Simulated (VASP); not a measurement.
# Zn4H (Pm-3m) in VASP: reference runs

How does Zn4H come out in PBE? The cell is run as given.

All numbers are computed with VASP 6.6.1; they aren't measurements. Logs are shortened: lines on timing, memory, paths and dates and some standing lists are left out, and cuts for length are marked.

### Step 1. The structure

Symmetry: Pm-3m, No. 221, cubic system. The conventional cell has a = 3.897 Å, b = 3.897 Å, c = 3.897 Å, α = 90.00°, β = 90.00°, γ = 90.00°. Zn (site symmetry 4/mmm) has 2 H at 1.95 Å as nearest neighbours. Zn (site symmetry m-3m) is surrounded by 12 Zn at 2.76 Å. Around H (site symmetry m-3m) lie 6 Zn at 1.95 Å.

The cell was built by a generator and needn't be a form met in nature.

### Step 2. Single point, PBE

Input file INCAR:

```
ALGO = Normal ; EDIFF = 1E-7
ENCUT = 520 ; GGA = PE
ISIF = 2 ; ISMEAR = -1
LASPH = T ; LCHARG = F
LREAL = F ; LWAVE = F
NBANDS = 32 ; NELM = 100
PREC = Accurate ; SIGMA = 0.05
```

Input file KPOINTS:

```
k-points
0
Gamma
  7 7 7
```

Input file POSCAR:

```
Zn4H
1.0
    3.8972268400      0.0000000000      0.0000000000
    0.0000000000      3.8972268400      0.0000000000
    0.0000000000      0.0000000000      3.8972268400
Zn H
4 1
Direct
    0.0000000000      0.5000000000      0.5000000000
    0.5000000000      0.5000000000      0.0000000000
    0.5000000000      0.0000000000      0.5000000000
    0.0000000000      0.0000000000      0.0000000000
    0.5000000000      0.5000000000      0.5000000000
```

Potentials or basis: VASP PAW PBE potentials, release 64 (Zn, H).

Command:

```
$ cat potpaw_PBE.64/Zn/POTCAR potpaw_PBE.64/H/POTCAR > POTCAR
$ mpirun -np 1 vasp_std > vasp.out
```

OUTCAR:

```text
EDIFF = 1E-7
   ENCUT = 520
   GGA = PE
   ISIF = 2
   ISMEAR = -1
   LASPH = T
   LREAL = F
   NELM = 100
   PREC = Accurate

 ion  position               nearest neighbor table
   1  0.000  0.500  0.500-   5 1.95   5 1.95   4 2.76   2 2.76   2 2.76   4 2.76   3 2.76   4 2.76
                             4 2.76   2 2.76   3 2.76   3 2.76   2 2.76   3 2.76
   2  0.500  0.500  0.000-   5 1.95   5 1.95   4 2.76   1 2.76   1 2.76   3 2.76   3 2.76   3 2.76
                             4 2.76   3 2.76   1 2.76   4 2.76   1 2.76   4 2.76
   3  0.500  0.000  0.500-   5 1.95   5 1.95   4 2.76   1 2.76   2 2.76   4 2.76   1 2.76   2 2.76
                             2 2.76   2 2.76   1 2.76   4 2.76   4 2.76   1 2.76
   4  0.000  0.000  0.000-   1 2.76   2 2.76   3 2.76   1 2.76   3 2.76   1 2.76   2 2.76   1 2.76
                             2 2.76   3 2.76   3 2.76   2 2.76
   5  0.500  0.500  0.500-   1 1.95   2 1.95   3 1.95   2 1.95   3 1.95   1 1.95

  LATTYP: Found a simple cubic cell.
 ALAT       =     3.8972268400

  Lattice vectors:

 A1 = (   3.8972268400,   0.0000000000,   0.0000000000)
 A2 = (   0.0000000000,   3.8972268400,   0.0000000000)
 A3 = (   0.0000000000,   0.0000000000,   3.8972268400)

Analysis of symmetry for initial positions (statically):
=====================================================================
 Subroutine PRICEL returns:
 Original cell was already a primitive cell.

 Routine SETGRP: Setting up the symmetry group for a
 simple cubic supercell.

 Subroutine GETGRP returns: Found 48 space group operations
 (whereof 48 operations were pure point group operations)
 out of a pool of 48 trial point group operations.

The static configuration has the point symmetry O_h .

Analysis of symmetry for dynamics (positions and initial velocities):
=====================================================================
 Subroutine PRICEL returns:
 Original cell was already a primitive cell.

 Routine SETGRP: Setting up the symmetry group for a
 simple cubic supercell.

 Subroutine GETGRP returns: Found 48 space group operations
 (whereof 48 operations were pure point group operations)
 out of a pool of 48 trial point group operations.

The dynamic configuration has the point symmetry O_h .

 Subroutine INISYM returns: Found 48 space group operations
 (whereof 48 operations are pure point group operations),
 and found     1 'primitive' translations

----------------------------------------------------------------------------------------

                                     Primitive cell

  volume of cell :      59.1926

  direct lattice vectors                    reciprocal lattice vectors
     3.897226840  0.000000000  0.000000000     0.256592711  0.000000000  0.000000000
     0.000000000  3.897226840  0.000000000     0.000000000  0.256592711  0.000000000
     0.000000000  0.000000000  3.897226840     0.000000000  0.000000000  0.256592711

  length of vectors
     3.897226840  3.897226840  3.897226840     0.256592711  0.256592711  0.256592711

  position of ions in fractional coordinates (direct lattice)
     0.000000000  0.500000000  0.500000000
     0.500000000  0.500000000  0.000000000
     0.500000000  0.000000000  0.500000000
     0.000000000  0.000000000  0.000000000
     0.500000000  0.500000000  0.500000000

  ion indices of the primitive-cell ions
   primitive index   ion index
                 1           1
                 2           2
                 3           3
                 4           4
                 5           5

----------------------------------------------------------------------------------------

 KPOINTS: k-points

Automatic generation of k-mesh.
 Grid dimensions read from file:
 generate k-points for:    7    7    7

 Generating k-lattice:

  Cartesian coordinates                     Fractional coordinates (reciprocal lattice)
     0.036656102  0.000000000  0.000000000     0.142857143  0.000000000  0.000000000
     0.000000000  0.036656102  0.000000000     0.000000000  0.142857143  0.000000000
     0.000000000  0.000000000  0.036656102     0.000000000  0.000000000  0.142857143

  Length of vectors
     0.036656102  0.036656102  0.036656102

  Shift w.r.t. Gamma in fractional coordinates (k-lattice)
     0.000000000  0.000000000  0.000000000

 Subroutine IBZKPT returns following result:
 ===========================================

 Found     20 irreducible k-points:

 Following reciprocal coordinates:
            Coordinates               Weight
  0.000000  0.000000  0.000000      1.000000
  0.142857  0.000000  0.000000      6.000000
  0.285714  0.000000  0.000000      6.000000
  0.428571  0.000000  0.000000      6.000000
  0.142857  0.142857  0.000000     12.000000
  0.285714  0.142857  0.000000     24.000000
[... 12 lines left out ...]
  0.428571  0.428571  0.285714     24.000000
  0.428571  0.428571  0.428571      8.000000
   k-points           NKPTS =     20   k-points in BZ     NKDIM =     20   number of bands    NBANDS=     32
   number of dos      NEDOS =    301   number of ions     NIONS =      5
   total plane-waves  NPLWV =  27000
   dimension x,y,z NGX =    30 NGY =   30 NGZ =   30
   dimension x,y,z NGXF=    60 NGYF=   60 NGZF=   60
   ions per type =               4   1
   NGX,Y,Z   is equivalent  to a cutoff of  12.80, 12.80, 12.80 a.u.
   NGXF,Y,Z  is equivalent  to a cutoff of  25.59, 25.59, 25.59 a.u.
 SYSTEM =  unknown system
   PREC   = accura    normal or accurate (medium, high low for compatibility)
   ISTART =      0    job   : 0-new  1-cont  2-samecut
   ICHARG =      2    charge: 1-file 2-atom 10-const
   ISPIN  =      1    spin polarized calculation?
   LNONCOLLINEAR =      F non collinear calculations
   LSORBIT =      F    spin-orbit coupling
   LASPH  =      T    aspherical Exc in radial PAW
   ENCUT  =  520.0 eV  38.22 Ry    6.18 a.u.   7.25  7.25  7.25*2*pi/ulx,y,z
   NELM   =    100;   NELMIN=  2; NELMDL= -5     # of ELM steps
   EDIFF  = 0.1E-06   stopping-criterion for ELM
   LREAL  =      F    real-space projection
   EDIFFG = 0.1E-05   stopping-criterion for IOM
   NSW    =      0    number of steps for IOM
   IBRION =     -1    ionic relax: 0-MD 1-quasi-New 2-CG
   NFREE  =      0    steps in history (QN), initial steepest desc. (CG)
   ISIF   =      2    stress and relaxation
   ISYM   =      2    0-nonsym 1-usesym 2-fastsym
   POTIM  = 0.5000    time-step for ionic-motion
   TEBEG  =    0.0;   TEEND  =   0.0 temperature during run
   PSTRESS=    0.0 pullay stress
   NELECT =      49.0000    total number of electrons
   NUPDOWN=      -1.0000    fix difference up-down
   EMIN   =  10.00;   EMAX   =-10.00  energy-range for DOS
   EFERMI =   0.00;   METHOD = LEGACY
   ISMEAR =    -1;   SIGMA  =   0.05  broadening in eV -4-tet -1-fermi 0-gaus
   EFERMI_NEDOS =   21; number of points for ismear=-14 and -15
   IALGO  =     38    algorithm
   IMIX   =      4    mixing-type and parameters
     AMIX     =   0.40;   BMIX     =  1.00
     AMIX_MAG =   1.60;   BMIX_MAG =  1.00
  volume/ion in A,a.u.               =      11.84        79.89
  Fermi-wavevector in a.u.,A,eV,Ry     =   1.537156  2.904803 32.148491  2.362847
  Thomas-Fermi vector in A             =   2.643704
   LORBIT       =      0    0 simple, 1 ext, 2 COOP (PROOUT), +10 PAW based schemes
   GGA     = PE    functional components
   LHFCALC =     F    Hartree Fock is set to
   AEXX    =    0.0000 exact exchange contribution
   IVDW    =     0    specifies the selected vdW correction
   LEPSILON=     F    determine dielectric tensor
   LRPA    =     F    only Hartree local field effects (RPA)
 non-spin polarized calculation
  energy-cutoff  :      520.00
  volume of cell :       59.19
 maximum number of plane-waves:      1604
 NGX is ok and might be reduce to    30
   NGX = 15   NGY = 15   NGZ = 15

 number of electron      48.9999865 magnetization

 Free energy of the ion-electron system (eV)
  ---------------------------------------------------
  ext. energy  EPLUGINS =         0.00000000
  ---------------------------------------------------
  free energy    TOTEN  =        -6.18081893 eV

  energy without entropy =       -6.16702394  energy(sigma->0) =       -6.17392144

 E-fermi :   3.7913     XC(G=0): -11.9139

 val. band max:        3.6659181811   @ k =   0.2857   0.1429   0.0000
 cond. band min:       3.8056073458   @ k =   0.2857   0.2857   0.1429
 fundamental gap:      0.1396891647
 Fermi energy:         3.7912732405

 k-point     1 :       0.0000    0.0000    0.0000
  band No.  band energies     occupation
      1      -8.3360      2.00000
      2      -5.5200      2.00000
      3      -4.8372      2.00000
      4      -4.8372      2.00000
      5      -4.7992      2.00000
      6      -4.7992      2.00000
[... 24 lines left out ...]
     31      11.6553      0.00000
     32      12.0574      0.00000

 k-point     2 :       0.1429    0.0000    0.0000
  band No.  band energies     occupation
      1      -8.1599      2.00000
      2      -5.4410      2.00000
      3      -4.7972      2.00000
      4      -4.7796      2.00000
      5      -4.7677      2.00000
      6      -4.7554      2.00000
[... 24 lines left out ...]
     31      11.0094      0.00000
     32      12.0257      0.00000

 k-point     3 :       0.2857    0.0000    0.0000
  band No.  band energies     occupation
      1      -7.6809      2.00000
      2      -5.2333      2.00000
      3      -4.6985      2.00000
      4      -4.6801      2.00000
      5      -4.6331      2.00000
      6      -4.6238      2.00000
[... 24 lines left out ...]
     31      10.2107      0.00000
     32      12.7655      0.00000

 k-point     4 :       0.4286    0.0000    0.0000
  band No.  band energies     occupation
      1      -7.1444      2.00000
      2      -4.9860      2.00000
      3      -4.6216      2.00000
      4      -4.5606      2.00000
      5      -4.4861      2.00000
      6      -4.4068      2.00000
[... 24 lines left out ...]
     31      13.5387      0.00000
     32      13.9799      0.00000

 k-point     5 :       0.1429    0.1429    0.0000
  band No.  band energies     occupation
      1      -7.9862      2.00000
      2      -5.3589      2.00000
      3      -4.7549      2.00000
      4      -4.7468      2.00000
      5      -4.7293      2.00000
      6      -4.7226      2.00000
[... 444 lines left out ...]
     31      12.0665      0.00000
     32      14.5487      0.00000

 k-point    18 :       0.4286    0.2857    0.2857
  band No.  band energies     occupation
      1      -6.0448      2.00000
      2      -4.8084      2.00000
      3      -4.6871      2.00000
      4      -4.6819      2.00000
      5      -4.5944      2.00000
      6      -4.2554      2.00000
[... 24 lines left out ...]
     31      13.5509      0.00000
     32      14.3637      0.00000

 k-point    19 :       0.4286    0.4286    0.2857
  band No.  band energies     occupation
      1      -5.6096      2.00000
      2      -4.8414      2.00000
      3      -4.8393      2.00000
      4      -4.7678      2.00000
      5      -4.5991      2.00000
      6      -4.2229      2.00000
[... 24 lines left out ...]
     31      15.2074      0.00000
     32      15.4107      0.00000

 k-point    20 :       0.4286    0.4286    0.4286
  band No.  band energies     occupation
      1      -5.1924      2.00000
      2      -4.9454      2.00000
      3      -4.9454      2.00000
      4      -4.8758      2.00000
      5      -4.5528      2.00000
      6      -4.1942      2.00000
[... 24 lines left out ...]
     31      17.2509      0.00000
     32      17.5488      0.00000

------------------------ aborting loop because EDIFF is reached ----------------------------------------

  FORCE on cell =-STRESS in cart. coord.  units (eV):
  Direction    XX          YY          ZZ          XY          YZ          ZX
  --------------------------------------------------------------------------------------
  -------------------------------------------------------------------------------------
  Total        3.6691779      3.6691779      3.6691779      0.0000000      0.0000000      0.0000000
  in kB       99.3144175     99.3144175     99.3144175      0.0000000      0.0000000      0.0000000
  external PRESSURE =      99.3144175 kB  Pullay stress =       0.0000000 kB

 VOLUME and BASIS-vectors are now :
 -----------------------------------------------------------------------------
  energy-cutoff  :      520.00
  volume of cell :       59.19
      direct lattice vectors                 reciprocal lattice vectors
     3.897226840  0.000000000  0.000000000     0.256592711  0.000000000  0.000000000
     0.000000000  3.897226840  0.000000000     0.000000000  0.256592711  0.000000000
     0.000000000  0.000000000  3.897226840     0.000000000  0.000000000  0.256592711

 POSITION                                       TOTAL-FORCE (eV/Angst)
 -----------------------------------------------------------------------------------
      0.00000      1.94861      1.94861         0.000000      0.000000      0.000000
      1.94861      1.94861      0.00000         0.000000      0.000000      0.000000
      1.94861      0.00000      1.94861         0.000000      0.000000      0.000000
      0.00000      0.00000      0.00000         0.000000      0.000000      0.000000
      1.94861      1.94861      1.94861         0.000000      0.000000      0.000000
 -----------------------------------------------------------------------------------
    total drift:                                0.000000      0.000000     -0.000000

  FREE ENERGIE OF THE ION-ELECTRON SYSTEM (eV)
  ---------------------------------------------------
  free  energy   TOTEN  =        -6.1808189311 eV

  energy  without entropy=       -6.1670239423  energy(sigma->0) =       -6.17392144
```

Wall time 23 s (1 thread of Intel Xeon 6975P-C (Granite Rapids), shared host); peak memory 0.18 GiB.

Results:

| Property | Result |
| --- | --- |
| Free energy | -6.1808 eV |
| Pressure | 9.9 GPa |
| Band gap on the k mesh | none (metal or under the smearing width) |

Levels at points of the mesh, in eV from the Fermi level:
| k point | band 22 | band 23 | band 24 | band 25 | band 26 | band 27 |
| --- | --- | --- | --- | --- | --- | --- |
| (0.00, 0.00, 0.00) | -1.62 | -1.62 | -1.62 | -1.48 | 1.48 | 1.48 |
